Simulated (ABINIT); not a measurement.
V:

```
CELL_PARAMETERS angstrom
-1.51435 1.51435 1.51435
1.51435 -1.51435 1.51435
1.51435 1.51435 -1.51435
ATOMIC_POSITIONS crystal
V 0.00000 0.00000 0.00000
```

Base run:

- Program: ABINIT 10.8.3 (patched build)
- Functional: PBEsol
- Potentials or basis: JTH PAW PBE v2.0
- Cutoff: 408 eV
- k mesh: 16 × 16 × 16
- Occupations: fermi-dirac, width 0.05 eV
- Spin: collinear spin, ferromagnetic start
- Starting moments: [2.0] μB

Its results: band gap on the k mesh none (metal or under the smearing width); pressure -11.1 GPa; net moment 0.00 μB per cell.

Task: The run is repeated on the same cell with these changes: functional from PBEsol to PBE. What comes out?

Result: Band gap on the k mesh none (metal or under the smearing width); pressure -4.7 GPa; net moment 0.00 μB per cell.

PBE binds less tightly than PBEsol, so the same cell stands under more pressure.

Caveats: the PAW data sets were made with another functional, which shifts forces and pressure a little (some runs).
